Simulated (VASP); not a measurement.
# Ba (Im-3m) in VASP: further runs

The runs below take Ba through relaxation of cell and atoms, with PBEsol, LDA, PBE, PBE+D3(BJ).

Program: VASP 6.6.1. These are calculated values, not measurements. Logs are shortened: lines on timing, memory, paths and dates and some standing lists are left out, and cuts for length are marked.

### Step 1. Starting point

It takes space group Im-3m (No. 229, cubic). The conventional cell has a = 5.025 Å, b = 5.025 Å, c = 5.025 Å, α = 90.00°, β = 90.00°, γ = 90.00°. Around Ba (site symmetry m-3m) lie 8 Ba at 4.35 Å.

### Step 2. Relaxation of cell and atoms, PBEsol

INCAR reads:

```
PREC = Accurate ; ENCUT = 600
EDIFF = 1E-7 ; ISMEAR = 0
SIGMA = 0.1 ; LREAL = F
LASPH = T ; NELM = 60
ALGO = Normal ; ISIF = 3
LWAVE = F ; LCHARG = F
GGA = PS ; IBRION = 2
NSW = 90 ; EDIFFG = -0.005
```

KPOINTS reads:

```
Automatic mesh
0
Gamma
  12 12 12
```

POSCAR reads:

```
Ba
1.0
   -2.5125000000      2.5125000000      2.5125000000
    2.5125000000     -2.5125000000      2.5125000000
    2.5125000000      2.5125000000     -2.5125000000
Ba
1
Direct
    0.0000000000      0.0000000000      0.0000000000
```

Potentials or basis: VASP PAW PBE potentials, release 64 (Ba_sv).

Run with:

```console
> cat potpaw_PBE.64/Ba_sv/POTCAR > POTCAR
> mpirun -np 1 vasp_std > vasp.out
```

OUTCAR:

```text
PREC = Accurate
   ENCUT = 600
   EDIFF = 1E-7
   ISMEAR = 0
   LREAL = F
   LASPH = T
   NELM = 60
   ISIF = 3
   GGA = PS
   IBRION = 2
   NSW = 90
   EDIFFG = -0.005

 ion  position               nearest neighbor table
   1  0.000  0.000  0.000-

  LATTYP: Found a body centered cubic cell.
 ALAT       =     5.0250000000

  Lattice vectors:

 A1 = (  -2.5125000000,   2.5125000000,   2.5125000000)
 A2 = (   2.5125000000,  -2.5125000000,   2.5125000000)
 A3 = (   2.5125000000,   2.5125000000,  -2.5125000000)

Analysis of symmetry for initial positions (statically):
=====================================================================
 Subroutine PRICEL returns:
 Original cell was already a primitive cell.

 Routine SETGRP: Setting up the symmetry group for a
 body centered cubic supercell.

 Subroutine GETGRP returns: Found 48 space group operations
 (whereof 48 operations were pure point group operations)
 out of a pool of 48 trial point group operations.

The static configuration has the point symmetry O_h .

Analysis of symmetry for dynamics (positions and initial velocities):
=====================================================================
 Subroutine PRICEL returns:
 Original cell was already a primitive cell.

 Routine SETGRP: Setting up the symmetry group for a
 body centered cubic supercell.

 Subroutine GETGRP returns: Found 48 space group operations
 (whereof 48 operations were pure point group operations)
 out of a pool of 48 trial point group operations.

The dynamic configuration has the point symmetry O_h .

 Subroutine INISYM returns: Found 48 space group operations
 (whereof 48 operations are pure point group operations),
 and found     1 'primitive' translations

----------------------------------------------------------------------------------------

                                     Primitive cell

  volume of cell :      63.4422

  direct lattice vectors                    reciprocal lattice vectors
    -2.512500000  2.512500000  2.512500000     0.000000000  0.199004975  0.199004975
     2.512500000 -2.512500000  2.512500000     0.199004975  0.000000000  0.199004975
     2.512500000  2.512500000 -2.512500000     0.199004975  0.199004975  0.000000000

  length of vectors
     4.351777654  4.351777654  4.351777654     0.281435535  0.281435535  0.281435535

  position of ions in fractional coordinates (direct lattice)
     0.000000000  0.000000000  0.000000000

  ion indices of the primitive-cell ions
   primitive index   ion index
                 1           1

----------------------------------------------------------------------------------------

 KPOINTS: Automatic mesh

Automatic generation of k-mesh.
 Grid dimensions read from file:
 generate k-points for:   12   12   12

 Generating k-lattice:

  Cartesian coordinates                     Fractional coordinates (reciprocal lattice)
     0.000000000  0.016583748  0.016583748     0.083333333  0.000000000  0.000000000
     0.016583748  0.000000000  0.016583748     0.000000000  0.083333333  0.000000000
     0.016583748  0.016583748  0.000000000     0.000000000  0.000000000  0.083333333

  Length of vectors
     0.023452961  0.023452961  0.023452961

  Shift w.r.t. Gamma in fractional coordinates (k-lattice)
     0.000000000  0.000000000  0.000000000

 Subroutine IBZKPT returns following result:
 ===========================================

 Found     72 irreducible k-points:

 Following reciprocal coordinates:
            Coordinates               Weight
  0.000000  0.000000  0.000000      1.000000
  0.083333  0.000000  0.000000     12.000000
  0.166667  0.000000  0.000000     12.000000
  0.250000  0.000000  0.000000     12.000000
  0.333333  0.000000  0.000000     12.000000
  0.416667  0.000000  0.000000     12.000000
[... 16 lines left out ...]
  0.333333  0.083333  0.083333     24.000000
  0.416667  0.083333  0.083333     12.000000
 [... further k-points ...]
   k-points           NKPTS =     72   k-points in BZ     NKDIM =     72   number of bands    NBANDS=      9
   number of dos      NEDOS =    301   number of ions     NIONS =      1
   total plane-waves  NPLWV =  46656
   dimension x,y,z NGX =    36 NGY =   36 NGZ =   36
   dimension x,y,z NGXF=    72 NGYF=   72 NGZF=   72
   ions per type =               1
   NGX,Y,Z   is equivalent  to a cutoff of  13.75, 13.75, 13.75 a.u.
   NGXF,Y,Z  is equivalent  to a cutoff of  27.51, 27.51, 27.51 a.u.
 SYSTEM =  unknown system
   PREC   = accura    normal or accurate (medium, high low for compatibility)
   ISTART =      0    job   : 0-new  1-cont  2-samecut
   ICHARG =      2    charge: 1-file 2-atom 10-const
   ISPIN  =      1    spin polarized calculation?
   LNONCOLLINEAR =      F non collinear calculations
   LSORBIT =      F    spin-orbit coupling
   LASPH  =      T    aspherical Exc in radial PAW
   ENCUT  =  600.0 eV  44.10 Ry    6.64 a.u.   8.69  8.69  8.69*2*pi/ulx,y,z
   NELM   =     60;   NELMIN=  2; NELMDL= -5     # of ELM steps
   EDIFF  = 0.1E-06   stopping-criterion for ELM
   LREAL  =      F    real-space projection
   EDIFFG = -.5E-02   stopping-criterion for IOM
   NSW    =     90    number of steps for IOM
   IBRION =      2    ionic relax: 0-MD 1-quasi-New 2-CG
   NFREE  =      1    steps in history (QN), initial steepest desc. (CG)
   ISIF   =      3    stress and relaxation
   ISYM   =      2    0-nonsym 1-usesym 2-fastsym
   POTIM  = 0.5000    time-step for ionic-motion
   TEBEG  =    0.0;   TEEND  =   0.0 temperature during run
   PSTRESS=    0.0 pullay stress
   NELECT =      10.0000    total number of electrons
   NUPDOWN=      -1.0000    fix difference up-down
   EMIN   =  10.00;   EMAX   =-10.00  energy-range for DOS
   EFERMI =   0.00;   METHOD = LEGACY
   ISMEAR =     0;   SIGMA  =   0.10  broadening in eV -4-tet -1-fermi 0-gaus
   EFERMI_NEDOS =   21; number of points for ismear=-14 and -15
   IALGO  =     38    algorithm
   IMIX   =      4    mixing-type and parameters
     AMIX     =   0.40;   BMIX     =  1.00
     AMIX_MAG =   1.60;   BMIX_MAG =  1.00
  volume/ion in A,a.u.               =      63.44       428.13
  Fermi-wavevector in a.u.,A,eV,Ry     =   0.884332  1.671146 10.640347  0.782043
  Thomas-Fermi vector in A             =   2.005218
   LORBIT       =      0    0 simple, 1 ext, 2 COOP (PROOUT), +10 PAW based schemes
   GGA     = PS    functional components
   LHFCALC =     F    Hartree Fock is set to
   AEXX    =    0.0000 exact exchange contribution
   IVDW    =     0    specifies the selected vdW correction
   LEPSILON=     F    determine dielectric tensor
   LRPA    =     F    only Hartree local field effects (RPA)
 conjugate gradient relaxation of ions
 non-spin polarized calculation
 Gauss-broadening in eV      SIGMA  =   0.10
  energy-cutoff  :      600.00
  volume of cell :       63.44
 maximum number of plane-waves:      2154
   NGX = 17   NGY = 17   NGZ = 17

--------------------------------------- Ionic step        1  -------------------------------------------

 number of electron      10.0000001 magnetization

 Free energy of the ion-electron system (eV)
  ---------------------------------------------------
  ext. energy  EPLUGINS =         0.00000000
  ---------------------------------------------------
  free energy    TOTEN  =        -2.14117688 eV

  energy without entropy =       -2.13485989  energy(sigma->0) =       -2.13801838

------------------------ aborting loop because EDIFF is reached ----------------------------------------

  FORCE on cell =-STRESS in cart. coord.  units (eV):
  Direction    XX          YY          ZZ          XY          YZ          ZX
  --------------------------------------------------------------------------------------
  -------------------------------------------------------------------------------------
  Total       -0.2622201     -0.2622201     -0.2622201      0.0000000      0.0000000      0.0000000
  in kB       -6.6221406     -6.6221406     -6.6221406      0.0000000      0.0000000      0.0000000
  external PRESSURE =      -6.6221406 kB  Pullay stress =       0.0000000 kB

 VOLUME and BASIS-vectors are now :
 -----------------------------------------------------------------------------
  energy-cutoff  :      600.00
  volume of cell :       63.44
      direct lattice vectors                 reciprocal lattice vectors
    -2.512500000  2.512500000  2.512500000     0.000000000  0.199004975  0.199004975
     2.512500000 -2.512500000  2.512500000     0.199004975  0.000000000  0.199004975
     2.512500000  2.512500000 -2.512500000     0.199004975  0.199004975  0.000000000
[... 106 lines left out ...]
 POSITION                                       TOTAL-FORCE (eV/Angst)
 -----------------------------------------------------------------------------------
      0.00000      0.00000      0.00000         0.000000      0.000000     -0.000000
 -----------------------------------------------------------------------------------
    total drift:                               -0.000000      0.000000      0.000000

  FREE ENERGIE OF THE ION-ELECTRON SYSTEM (eV)
  ---------------------------------------------------
  free  energy   TOTEN  =        -2.1518998031 eV

  energy  without entropy=       -2.1454511733  energy(sigma->0) =       -2.14867549

--------------------------------------- Ionic step        5  -------------------------------------------

 number of electron       9.9999999 magnetization

 Free energy of the ion-electron system (eV)
  ---------------------------------------------------
  ext. energy  EPLUGINS =         0.00000000
  ---------------------------------------------------
  free energy    TOTEN  =        -2.15190120 eV

  energy without entropy =       -2.14544273  energy(sigma->0) =       -2.14867196

 E-fermi :   1.7795     XC(G=0):  -7.7492

 val. band max:        1.7577098040   @ k =  -0.3333   0.3333   0.3333
 cond. band min:       1.8015556529   @ k =  -0.4167  -0.4167   0.1667
 fundamental gap:      0.0438458489
 Fermi energy:         1.7794689976

 k-point     1 :       0.0000    0.0000    0.0000
  band No.  band energies     occupation
      1     -26.9551      2.00000
      2     -11.8383      2.00000
      3     -11.8383      2.00000
      4     -11.8383      2.00000
      5      -1.0196      2.00000
      6       3.6744      0.00000
      7       3.6744      0.00000
      8       3.6744      0.00000
      9       5.2128      0.00000

 k-point     2 :       0.0833    0.0000    0.0000
  band No.  band energies     occupation
      1     -26.9511      2.00000
      2     -11.8814      2.00000
      3     -11.8513      2.00000
      4     -11.8387      2.00000
      5      -0.8768      2.00000
      6       3.5573      0.00000
      7       3.6137      0.00000
      8       3.8200      0.00000
      9       5.0179      0.00000
[... 253 lines left out ...]
 k-point    24 :       0.4167    0.0833    0.0833
  band No.  band energies     occupation
      1     -26.8938      2.00000
      2     -12.3879      2.00000
      3     -12.0534      2.00000
      4     -11.8828      2.00000
      5       1.1261      2.00000
      6       2.3648      0.00000
      7       3.0772      0.00000
      8       5.3359      0.00000
      9       5.8529      0.00000

 [... further k-points ...]

------------------------ aborting loop because EDIFF is reached ----------------------------------------

  FORCE on cell =-STRESS in cart. coord.  units (eV):
  Direction    XX          YY          ZZ          XY          YZ          ZX
  --------------------------------------------------------------------------------------
  -------------------------------------------------------------------------------------
  Total       -0.0018845     -0.0018845     -0.0018845      0.0000000      0.0000000     -0.0000000
  in kB       -0.0515806     -0.0515806     -0.0515806      0.0000000      0.0000000     -0.0000000
  external PRESSURE =      -0.0515806 kB  Pullay stress =       0.0000000 kB

 VOLUME and BASIS-vectors are now :
 -----------------------------------------------------------------------------
  energy-cutoff  :      600.00
  volume of cell :       58.54
      direct lattice vectors                 reciprocal lattice vectors
    -2.446003722  2.446003722  2.446003722     0.000000000  0.204415061  0.204415061
     2.446003722 -2.446003722  2.446003722     0.204415061  0.000000000  0.204415061
     2.446003722  2.446003722 -2.446003722     0.204415061  0.204415061  0.000000000

 POSITION                                       TOTAL-FORCE (eV/Angst)
 -----------------------------------------------------------------------------------
      0.00000      0.00000      0.00000         0.000000      0.000000      0.000000
 -----------------------------------------------------------------------------------
    total drift:                               -0.000000     -0.000000      0.000000

  FREE ENERGIE OF THE ION-ELECTRON SYSTEM (eV)
  ---------------------------------------------------
  free  energy   TOTEN  =        -2.1519012001 eV

  energy  without entropy=       -2.1454427277  energy(sigma->0) =       -2.14867196

 reached required accuracy - stopping structural energy minimisation
```

Run time: 97 s. Hardware: 1 thread of AMD EPYC 9R45 (Zen 5), shared host; peak memory 0.2 GiB.

What came out:

* Free energy: -2.1519 eV
* Relaxed volume: 58.54 Å³/atom
* Relaxed cell: a = 4.237 Å, b = 4.237 Å, c = 4.237 Å, α = 109.47°, β = 109.47°, γ = 109.47°
* Space group after relaxing (to 0.05 Å): Im-3m (No. 229)
* Energy gained by relaxing: 10.7 meV/atom
* Ionic steps: 5
* Pressure after relaxing: 0.0 GPa
* Band gap on the k mesh: none (metal or under the smearing width)

The path:
```
step  energy change (eV)  largest force (eV/Å)  pressure (GPa)  volume (Å³)
   1              0.0000                0.0000           -0.66        63.44
   2             -0.0077                0.0000           -0.38        61.06
   3             -0.0106                0.0000            0.07        57.99
   4             -0.0107                0.0000            0.01        58.42
   5             -0.0107                0.0000           -0.01        58.54
```

Final structure:
```yaml
crystal:
  lattice:
    - [-2.44600, 2.44600, 2.44600]
    - [2.44600, -2.44600, 2.44600]
    - [2.44600, 2.44600, -2.44600]
  atoms:
    - { symbol: Ba, position: [0.00000, 0.00000, 0.00000] }
```

Levels at points of the mesh, in eV from the Fermi level:
```tsv
k point	band 3	band 4	band 5	band 6	band 7	band 8
(0.00, 0.00, 0.00)	-13.62	-13.62	-2.80	1.89	1.89	1.89
(0.50, 0.00, 0.00)	-13.80	-13.62	-0.95	0.66	1.50	3.42
(0.50, 0.50, 0.50)	-14.02	-14.02	-0.64	-0.64	4.71	4.71
```

Caveat: the PAW data sets were made with another functional, which shifts forces and pressure a little.

(Continued in part 2 of 2.)
